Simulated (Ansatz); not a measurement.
## Al: work and stress of cleavage

Level of theory: DFT PBE+D3(BJ), scalar-relativistic, plane waves, PAW in Ansatz 0.2.0. Cutoff 420 eV, Γ-centred 24×24×5 k-points, Gaussian smearing of 0.15 eV. No spin polarisation. Energies are free energies at this smearing, counted from the undisturbed cell; pressure is positive in compression.

Zero of the scan (relaxed at this level):

```xyz
6
Lattice="1.9914 -1.9914 0.0000 1.9914 0.0000 -1.9914 7.9655 7.9655 7.9655" Properties=species:S:1:pos:R:3 pbc="T T T"
Al    3.3188   -0.6639   -0.6639
Al    7.3015    7.3015    7.3015
Al    3.3188    1.3274    1.3274
Al    7.3015    3.3188    3.3188
Al    3.3188    3.3188    3.3188
Al    7.3015    5.3102    5.3102
```

The cut lies on the cell's a–b face, a (1 1 1) plane (indices in the standard cell, whose axes needn't be the Cartesian ones shown) of area 6.87 Å², between layers 2.30 Å apart. Vector c is lengthened by d along the normal with the atoms' Cartesian places fixed: one unrelaxed cut a cell. The traction is positive where the two halves pull on each other.

| d (Å) | energy (J/m²) | traction (GPa) |
| --- | --- | --- |
| -0.30 | 0.42 | -32.5 |
| -0.15 | 0.09 | -12.7 |
| 0.00 | 0.00 | -0.2 |
| 0.25 | 0.15 | 10.8 |
| 0.50 | 0.48 | 14.1 |
| 0.75 | 0.83 | 13.8 |
| 1.00 | 1.15 | 12.1 |
| 1.50 | 1.65 | 8.0 |
| 2.00 | 1.97 | 4.8 |
| 3.00 | 2.25 | 1.5 |
| 4.50 | 2.37 | 0.4 |
| 6.00 | 2.41 | 0.1 |

What are the work of separation and the cleavage stress, and do they fit the universal binding curve?

The energy levels off near W ≈ 2.41 J/m² (the traction is down to 0.1 GPa), the energy of the two unrelaxed faces, 1.20 J/m² each on average. The largest sampled traction is 14.1 GPa at d = 0.50 Å, and a parabola through it and its two neighbours peaks at σ_max ≈ 14.4 GPa, d ≈ 0.60 Å. The curve E = W[1 − (1 + d/ℓ)exp(−d/ℓ)] peaks in traction at d = ℓ with σ_max = W/(eℓ); with 1 J/m² per Å = 10 GPa this W and σ_max give ℓ = 0.62 Å. A parabola through that curve at the same three d peaks at 0.62 Å, against 0.60 Å here, a fair fit. Real crystals break at far lower stress, because cracks concentrate it, and on the plane of lowest W, which needn't be this one.

The cut is rigid; relaxing the faces lowers these energies and usually the stresses.

In a metal these slopes depend on the k mesh and the smearing.

Cost: 12 runs of about 2.5 core-minutes in all, on Intel Xeon 6975P-C (Granite Rapids) (shared hosts).